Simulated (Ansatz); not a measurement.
From the elastic tensor of Ti at 11 GPa (stress–strain coefficients) to moduli and sound speeds

The calculation used DFT PBE, scalar-relativistic, plane waves, PAW (Ansatz). Settings: 420 eV plane-wave cutoff, Γ-centred 18×18×10 mesh, Fermi-Dirac smearing of 0.15 eV. No spin polarisation.

Symmetry: P6_3/mmc, No. 194, hexagonal system. The conventional cell has a = 2.856 Å, b = 2.856 Å, c = 4.538 Å, α = 90.00°, β = 90.00°, γ = 120.00°. Around Ti (site symmetry -6m2) lie 12 Ti at 2.80 to 2.86 Å.

In a metal, frequencies and elastic constants depend on the k mesh and the smearing, soft modes and shear constants most.

Relaxed-ion constants (GPa, on the Cartesian axes of the calculation):
C11 = 185.6, C12 = 144.5, C13 = 107.7, C22 = 185.6, C23 = 107.7, C33 = 232.6, C44 = 36.6, C55 = 36.6, C66 = 20.5 GPa; the others vanish.

Density 4.961 g/cm³; 2 atoms in 32.04 Å³.

The values that follow are for a polycrystal of randomly turned grains, by Hill's mean where one number stands.

With S = C⁻¹: B_V = (C11+C22+C33+2(C12+C13+C23))/9, G_V = (C11+C22+C33−C12−C13−C23+3(C44+C55+C66))/15, 1/B_R = S11+S22+S33+2(S12+S13+S23), 15/G_R = 4(S11+S22+S33−S12−S13−S23)+3(S44+S55+S66); Hill is their mean. Then v_l = √((B+4G/3)/ρ), v_t = √(G/ρ), v_m = [(2/v_t³+1/v_l³)/3]^(−1/3) and Θ = (ħ/k_B)·v_m·(6π²n/V)^(1/3) for n atoms in the volume V; E = 9BG/(3B+G), ν = (3B−2G)/(2(3B+G)) and A^U = 5G_V/G_R + B_V/B_R − 6.

```json
{
 "Bulk modulus, Voigt / Reuss / Hill": "147.1 / 147.0 / 147.0 GPa",
 "Shear modulus, Voigt / Reuss / Hill": "35.0 / 29.7 / 32.3 GPa",
 "Young's modulus": "90 GPa",
 "Poisson ratio": "0.398",
 "Pugh ratio B/G": "4.55",
 "Universal anisotropy index": "0.90",
 "Longitudinal and transverse sound speeds": "6191 and 2552 m/s",
 "Debye temperature from the mean sound speed": "341 K"
}
```

Cost: 1 run of about 8.5 core-minutes, on Intel Xeon Platinum 8375C (Ice Lake) (shared hosts).

Compressed hcp titanium resists volume change far more than shear, with a bulk modulus of 147.0 GPa against a shear modulus of 32.3 GPa. Compression raises the electrons' kinetic energy and the short-range repulsion, whereas shear at fixed volume mainly redistributes bonding within the partly filled d band. The nearly equal Voigt and Reuss bulk moduli show that the elastic anisotropy lies almost entirely in shear, with basal shear, C66 = 20.5 GPa, the softest response.

This softness also sets the low transverse sound speed and Debye temperature. Both the shear modulus and the Debye temperature fall below the established ambient values for α-Ti, although measurements show modest shear stiffening under pressure. An inaccurate Fermi-surface contribution to C66 is a probable cause; one pressure alone cannot separate it from real softening. The constants satisfy the conditions for stability against small homogeneous strains, but this does not establish hcp as the preferred phase over ω-Ti, its known high-pressure competitor.
